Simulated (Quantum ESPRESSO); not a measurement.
A calculation with Quantum ESPRESSO 7.5 of TiO2 (native input, structure typed inline):

File pw.in:

```
&CONTROL
  calculation = 'scf'
  prefix = 'pwscf'
  outdir = './tmp'
  pseudo_dir = './pseudo'
  tprnfor = .true.
  tstress = .true.
  disk_io = 'nowf'
/
&SYSTEM
  ibrav = 0
  nat = 12
  ntyp = 2
  ecutwfc = 55
  ecutrho = 440
  nbnd = 62
  occupations = 'smearing'
  smearing = 'fd'
  degauss = 0.00367493
/
&ELECTRONS
  conv_thr = 2.4d-09
  electron_maxstep = 120
  mixing_beta = 0.5
/
ATOMIC_SPECIES
Ti    47.8670 ti_pbe_v1.4.uspp.F.UPF
O     15.9990 O.pbe-n-kjpaw_psl.0.1.UPF
CELL_PARAMETERS angstrom
   1.4740970000   -4.7965300000    0.0000000000
   1.4740970000    4.7965300000    0.0000000000
   0.0000000000    0.0000000000   10.2352230000
ATOMIC_POSITIONS crystal
Ti     0.8669130000    0.1330870000    0.5831420000
Ti     0.1330870000    0.8669130000    0.4168580000
Ti     0.8669130000    0.1330870000    0.9168580000
Ti     0.1330870000    0.8669130000    0.0831420000
O      0.5000000000    0.5000000000    0.5000000000
O      0.5000000000    0.5000000000    0.0000000000
O      0.9342350000    0.0657650000    0.7500000000
O      0.0657650000    0.9342350000    0.2500000000
O      0.7544000000    0.2456000000    0.1028660000
O      0.2456000000    0.7544000000    0.8971340000
O      0.2456000000    0.7544000000    0.6028660000
O      0.7544000000    0.2456000000    0.3971340000
K_POINTS automatic
9 9 3 0 0 0
```

Potentials or basis: SSSP 1.3 efficiency PBE.

The run is started by

```bash
$ OMP_NUM_THREADS=1 mpirun -n 2 pw.x -nk 2 -in pw.in > pw.out
```

Measurements of this composition are mostly on another form, of space group No. 141.

**Question.** Write the same calculation in another form: ASE script, structure from a POSCAR.

**Answer.** As run:

Contents of run.py:

```python
import numpy as np
from ase.calculators.espresso import Espresso, EspressoProfile
from ase.io import read

atoms = read('POSCAR')

input_data = {
    'control': {'calculation': 'scf', 'prefix': 'pwscf', 'outdir': './tmp', 'tprnfor': True, 'tstress': True, 'disk_io': 'nowf'},
    'system': {'ecutwfc': 55.0, 'ecutrho': 440.0, 'nbnd': 62, 'occupations': 'smearing', 'smearing': 'fd', 'degauss': 0.00367493},
    'electrons': {'conv_thr': 2.4e-09, 'electron_maxstep': 120, 'mixing_beta': 0.5},
}
pseudopotentials = {'Ti': 'ti_pbe_v1.4.uspp.F.UPF', 'O': 'O.pbe-n-kjpaw_psl.0.1.UPF'}
profile = EspressoProfile(command='mpirun -n 2 pw.x -nk 2', pseudo_dir='pseudo')
dft = Espresso(profile=profile, input_data=input_data, pseudopotentials=pseudopotentials, kpts=(9, 9, 3), koffset=(0, 0, 0))
atoms.calc = dft

print(f'energy {atoms.get_potential_energy():.8f} eV')
print('forces (eV/A)')
print(np.round(atoms.get_forces(), 6))
print('stress (eV/A^3, Voigt)')
print(np.round(atoms.get_stress(), 8))
print(f'Fermi level {dft.get_fermi_level():.4f} eV')
```

POSCAR

```
TiO2
1.0
    1.4740970000     -4.7965300000      0.0000000000
    1.4740970000      4.7965300000      0.0000000000
    0.0000000000      0.0000000000     10.2352230000
Ti O
4 8
Direct
    0.8669130000      0.1330870000      0.5831420000
    0.1330870000      0.8669130000      0.4168580000
    0.8669130000      0.1330870000      0.9168580000
    0.1330870000      0.8669130000      0.0831420000
    0.5000000000      0.5000000000      0.5000000000
    0.5000000000      0.5000000000      0.0000000000
    0.9342350000      0.0657650000      0.7500000000
    0.0657650000      0.9342350000      0.2500000000
    0.7544000000      0.2456000000      0.1028660000
    0.2456000000      0.7544000000      0.8971340000
    0.2456000000      0.7544000000      0.6028660000
    0.7544000000      0.2456000000      0.3971340000
```

Potentials or basis: SSSP 1.3 efficiency PBE.

The run is started by

```sh
$ OMP_NUM_THREADS=1 python run.py
```

Both were run:

|  | native input, structure typed inline | ASE script, structure from a POSCAR |
| --- | --- | --- |
| Pressure | -1.6 GPa | -1.6 GPa |
| Largest force | 0.185 eV/Å | 0.185 eV/Å |
| Band gap on the k mesh | 2.57 eV, indirect (least direct gap 2.66 eV) | 2.57 eV, indirect (least direct gap 2.66 eV) |

Keys that steer only the numerical path or the files written may differ.

Caveat: an odd mesh through Γ misses points on the zone boundary, where band edges often lie.
